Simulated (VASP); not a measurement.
All values below come from AM05 GGA, VASP's PBE PAW potentials (set 64) (plane waves; VASP).

A VASP calculation is set up with these files.

POSCAR:
```
ZrO2
2.5338710
  0.0000000000   0.9999999428   0.9999999428
  0.9999999428   0.0000000000   0.9999999428
  0.9999999428   0.9999999428   0.0000000000
Zr O
1 2
direct
  0.0000000000   0.0000000000   0.0000000000
  0.2500000000   0.2500000000   0.2500000000
  0.7500000000   0.7500000000   0.7500000000
```

**INCAR**
```
# general
SYSTEM =ZrO2
PREC   =Accurate
ENCUT  =520
LREAL  =.FALSE.
LASPH  =.TRUE.
ICHARG =11

# electronic loop
EDIFF  =1E-7
NELM   =100
ALGO   =Normal
LMAXMIX=4

# smearing
ISMEAR =0
SIGMA  =0.05

# functional
GGA    =AM

# output
LWAVE  =.FALSE.
LCHARG =.FALSE.
LORBIT =11
```

### KPOINTS
```
k-points along high-symmetry lines
15
Line-mode
Reciprocal
  0.000000   0.000000   0.000000 ! GAMMA
  0.500000   0.000000   0.500000 ! X

  0.500000   0.000000   0.500000 ! X
  0.625000   0.250000   0.625000 ! U

  0.375000   0.375000   0.750000 ! K
  0.000000   0.000000   0.000000 ! GAMMA

  0.000000   0.000000   0.000000 ! GAMMA
  0.500000   0.500000   0.500000 ! L

  0.500000   0.500000   0.500000 ! L
  0.500000   0.250000   0.750000 ! W

  0.500000   0.250000   0.750000 ! W
  0.500000   0.000000   0.500000 ! X
```

POTCAR, in this order: Zr_sv O (PBE.64 set). Program: vasp_std. Read from the step before: CHGCAR.

Output of the run:

File OSZICAR:
```
       N       E                     dE             d eps       ncg     rms          rms(c)
DAV:   1     0.185819555774E+03    0.18582E+03   -0.14706E+04  2880   0.155E+03
DAV:   2    -0.209876395401E+02   -0.20681E+03   -0.20389E+03  3880   0.386E+02
DAV:   3    -0.286558589216E+02   -0.76682E+01   -0.76591E+01  4240   0.713E+01
DAV:   4    -0.288254603495E+02   -0.16960E+00   -0.16956E+00  3992   0.838E+00
DAV:   5    -0.288282070571E+02   -0.27467E-02   -0.27467E-02  3824   0.821E-01
DAV:   6    -0.288282441382E+02   -0.37081E-04   -0.37081E-04  3984   0.843E-02
DAV:   7    -0.288282444436E+02   -0.30537E-06   -0.30537E-06  3968   0.800E-03
DAV:   8    -0.288282444459E+02   -0.22751E-08   -0.22786E-08  3192   0.796E-04
   1 F= -.28828244E+02 E0= -.28828244E+02  d E =-.986651E-14
```

**OUTCAR**
```
 val. band max:        7.2866943734   @ k =   0.5000   0.0000   0.5000

 cond. band min:      10.6085264250   @ k =   0.0000   0.0000   0.0000



 k-point     1 :       0.0000    0.0000    0.0000
  band No.  band energies     occupation
      1     -40.5979      2.00000
      2     -18.4831      2.00000
      3     -18.4831      2.00000
      4     -18.4831      2.00000
      5     -10.8603      2.00000
      6      -8.1901      2.00000
      7       1.9245      2.00000
      8       1.9245      2.00000
      9       1.9245      2.00000
     10       6.7450      2.00000
     11       6.7450      2.00000
     12       6.7450      2.00000
     13      10.6085      0.00000
     14      10.6085      0.00000
     15      13.9341      0.00000
     16      16.8295      0.00000

 k-point     2 :       0.0357    0.0000    0.0357
  band No.  band energies     occupation
      1     -40.5971      2.00000
      2     -18.4949      2.00000
      3     -18.4854      2.00000
      4     -18.4854      2.00000
      5     -10.8334      2.00000
      6      -8.2103      2.00000
      7       1.9402      2.00000
      8       1.9402      2.00000
      9       1.9784      2.00000
     10       6.6192      2.00000
     11       6.7495      2.00000
     12       6.7495      2.00000
     13      10.6234      0.00000
     14      10.6701      0.00000
     15      13.9987      0.00000
     16      16.7802      0.00000

 k-point     3 :       0.0714    0.0000    0.0714
  band No.  band energies     occupation
      1     -40.5945      2.00000
      2     -18.5295      2.00000
      3     -18.4925      2.00000
      4     -18.4925      2.00000
      5     -10.7545      2.00000
      6      -8.2691      2.00000
      7       1.9873      2.00000
      8       1.9873      2.00000
      9       2.1379      2.00000
     10       6.2770      2.00000
     11       6.7613      2.00000
     12       6.7614      2.00000
     13      10.6677      0.00000
     14      10.8255      0.00000
...
```

The density is held fixed in this step, so its total energy and stress have no physical meaning.

The compound is ZrO2 in the fluorite structure, the high-temperature cubic form, which is unstable at 0 K; the monoclinic form is the stable one. It was relaxed first.
